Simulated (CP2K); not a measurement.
Runs of CP2K 2026.2 on Ag. The structure is cubic, space group Fm-3m (No. 225). The conventional cell has a = 4.085 Å, b = 4.085 Å, c = 4.085 Å, α = 90.00°, β = 90.00°, γ = 90.00°. Ag (site symmetry m-3m) has 12 Ag at 2.89 Å as nearest neighbours. 

```tsv
task	level	potentials or basis	cell	smearing	EPS_DEFAULT	k points reduced by the point group	NGRIDS	basis sets	potentials	gap on the mesh (eV)	pressure (GPa)
single point	PBE	POTENTIAL_UZH Ag GTH-PBE-q11; TZVP-MOLOPT-PBE-GTH basis	as given	fermi-dirac 0.05 eV	1.0E-10	yes	5	Ag TZVP-MOLOPT-PBE-GTH-q11	Ag GTH-PBE-q11 of POTENTIAL_UZH	none	4.2
band structure	WC	POTENTIAL_UZH Ag GTH-PBE-q11; TZVP-MOLOPT-PBE-GTH basis	as given	fermi-dirac 0.05 eV	1.0E-9	yes	4	Ag TZVP-MOLOPT-PBE-GTH-q11	Ag GTH-PBE-q11 of POTENTIAL_UZH	none	(b)
band structure	PBE	POTENTIAL_UZH Ag GTH-PBE-q11; TZVP-MOLOPT-PBE-GTH basis	as given	fermi-dirac 0.05 eV	1.0E-9	yes	4	Ag TZVP-MOLOPT-PBE-GTH-q11	Ag GTH-PBE-q11 of POTENTIAL_UZH	none	4.2
band structure	PBE	POTENTIAL_UZH Ag GTH-PBE-q11; TZVP-MOLOPT-PBE-GTH basis	as given	fermi-dirac 0.0259 eV	1.0E-9	yes	4	Ag TZVP-MOLOPT-PBE-GTH-q11	Ag GTH-PBE-q11 of POTENTIAL_UZH	none	(c)
band structure	PBE	GTH_POTENTIALS Ag GTH-BLYP-q11; DZVP-MOLOPT-SR-GTH basis	as given	fermi-dirac 0.05 eV	1.0E-9	yes	5	Ag DZVP-MOLOPT-SR-GTH-q11	Ag GTH-BLYP-q11 of GTH_POTENTIALS	none	(a)
single point	PBE	POTENTIAL_UZH Ag GTH-PBE-q11; TZVP-MOLOPT-PBE-GTH basis	as given	gaussian 0.028 eV	1.0E-10	yes	5	Ag TZVP-MOLOPT-PBE-GTH-q11	Ag GTH-PBE-q11 of POTENTIAL_UZH	none	4.0
relaxation of cell and atoms	revPBE+D4	POTENTIAL_UZH Ag GTH-PBE-q11; TZVP-MOLOPT-PBE-GTH basis	relaxed	fermi-dirac 0.05 eV	1.0E-10	-	5	Ag TZVP-MOLOPT-PBE-GTH-q11	Ag GTH-PBE-q11 of POTENTIAL_UZH	none	0.0
single point	PBEsol	POTENTIAL_UZH Ag GTH-PBE-q11; TZVP-MOLOPT-PBE-GTH basis	as given	fermi-dirac 0.05 eV	1.0E-10	yes	5	Ag TZVP-MOLOPT-PBE-GTH-q11	Ag GTH-PBE-q11 of POTENTIAL_UZH	none	-2.3
band structure	optB88-vdW	POTENTIAL_UZH Ag GTH-PBE-q11; TZVP-MOLOPT-PBE-GTH basis	as given	fermi-dirac 0.05 eV	1.0E-9	yes	4	Ag TZVP-MOLOPT-PBE-GTH-q11	Ag GTH-PBE-q11 of POTENTIAL_UZH	none	5.5
band structure	PBE	GTH_POTENTIALS Ag GTH-PBE-q11; DZVP-MOLOPT-SR-GTH basis	as given	fermi-dirac 0.05 eV	1.0E-9	yes	5	Ag DZVP-MOLOPT-SR-GTH-q11	Ag GTH-PBE-q11 of GTH_POTENTIALS	none	5.7
band structure	LDA	GTH_POTENTIALS Ag GTH-PADE-q11; TZVP-MOLOPT-PBE-GTH basis	as given	fermi-dirac 0.0259 eV	1.0E-10	yes	4	Ag TZVP-MOLOPT-PBE-GTH-q11	Ag GTH-PADE-q11 of GTH_POTENTIALS	none	-7.7
band structure	r2SCAN	POTENTIAL_UZH Ag GTH-SCAN-q11; TZVP-MOLOPT-SCAN-GTH basis	as given	fermi-dirac 0.01 eV	1.0E-9	yes	4	Ag TZVP-MOLOPT-SCAN-GTH-q11	Ag GTH-SCAN-q11 of POTENTIAL_UZH	none	1.6
```

Alike in all rows: no spin polarisation; k mesh 11 × 11 × 11.

Question: Estimate the missing entries.

Answer: (a) 3.5; (b) -1.3; (c) 4.1.

Caveats: the basis of atomic orbitals isn't converged, which shifts pressures, moduli and gaps; the potentials were made for another functional, which shifts forces and pressure (some runs); the real-space grid breaks the cell's symmetry a little (some runs); pairwise dispersion overbinds metals, which lowers pressure and volume (some runs).

A k mesh can miss the band edges, and the runs leave out spin-orbit coupling on Ag.

A gap of «none» marks a metal or a gap under the smearing width.

Not every run made on this cell is shown here.
